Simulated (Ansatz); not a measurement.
Zn: pressure and energy above lowest point against volume per atom

Results calculated with Ansatz 0.2.0 development build, not measured. Equation of state of a cubic crystal from periodic Kohn-Sham density functional theory without spin; pressure corrected for the finite basis.

Cell of the first row (space group Fm-3m, No. 225):
```
CELL_PARAMETERS angstrom
0.00000 1.92400 1.92400
1.92400 0.00000 1.92400
1.92400 1.92400 0.00000
ATOMIC_POSITIONS crystal
Zn 0.00000 0.00000 0.00000
```

Settings of every row: formula Zn; structure type fcc; functional PBE; spin treatment none; k mesh 16x16x16; occupation method fermi-dirac; occupation width 0.061225619 eV; wave cutoff 420 eV; datasets soft-1 PAW; density cutoff ratio 4.

Limits: a cubic model structure, not a phase known at ambient conditions; modest k-mesh, values are not fully converged in k.

```csv
row,volume per atom (Å³),pressure (GPa),energy above lowest point (meV/atom)
1,14.243,4.918,12.88
2,14.547,3.041,5.39
3,14.85,?,?
4,15.153,-0.059,0
5,15.456,-1.327,1.34
6,15.759,-2.431,4.92
7,16.062,-3.394,10.45
```

Question: what pressure and energy above lowest point should row 3 give?

Worked fit of pressure. Take u = (V_r/V)^(2/3) − 1 with V_r = 15.305 Å³ an atom, which is twice the finite (Eulerian) strain; such expansions in the strain, on which the Birch-Murnaghan equation of state is built, carry the rest volume and the bulk modulus. The shown rows have u = 0.04911, 0.03444, 0.00668, -0.00652, -0.0193, -0.03167. Least squares give pressure = −0.7168 + 96.292 × u + 374.72 × u² GPa; a straight line predicts inner rows, each left out in turn, worse (root mean square 0.24 against 0.0046 GPa). The rows lie off it by 0.002, -0.003, -0.002, 0.002, 0.005, -0.003 (root mean square 0.003 GPa). The pressure vanishes at u = 0.0072, or V = 15.14 Å³ an atom, and there the bulk modulus at fixed shape and fractions is B = −V dP/dV = (2/3)(1 + u) dP/du = 68.3 GPa. The withheld row has u = 0.02032, so the fit gives −0.7168 + 96.292 × (0.02032) + 374.72 × (0.02032)² = 1.395 GPa.

The calculation gave 1.39 GPa. The fit lies 0.005 GPa (0.06 % of the column's range) above it; its largest miss of a shown row is 0.005 GPa.

Worked fit of energy above lowest point. Take u = (V_r/V)^(2/3) − 1 with V_r = 15.305 Å³ an atom, which is twice the finite (Eulerian) strain; such expansions in the strain, on which the Birch-Murnaghan equation of state is built, carry the rest volume and the bulk modulus. The shown rows have u = 0.04911, 0.03444, 0.00668, -0.00652, -0.0193, -0.03167. Least squares give energy above lowest point = 0.377 − 102.03 × u + 6996.5 × u² + 5425 × u³ meV/atom; a parabola predicts inner rows, each left out in turn, worse (root mean square 0.11 against 0.018 meV/atom). The rows lie off it by 0.00, 0.01, -0.01, 0.00, 0.01, 0.00. Its lowest point lies at u = 0.0072, or V = 15.14 Å³ an atom, and the curvature there gives the bulk modulus at fixed shape and fractions, B = (4/9)(1 + u)² E″(u)/V = 67.9 GPa. The withheld row has u = 0.02032, so the fit gives 0.377 − 102.03 × (0.02032) + 6996.5 × (0.02032)² + 5425 × (0.02032)³ = 1.24 meV/atom.

The calculation gave 1.24 meV/atom. The fit meets it to the printed digit.
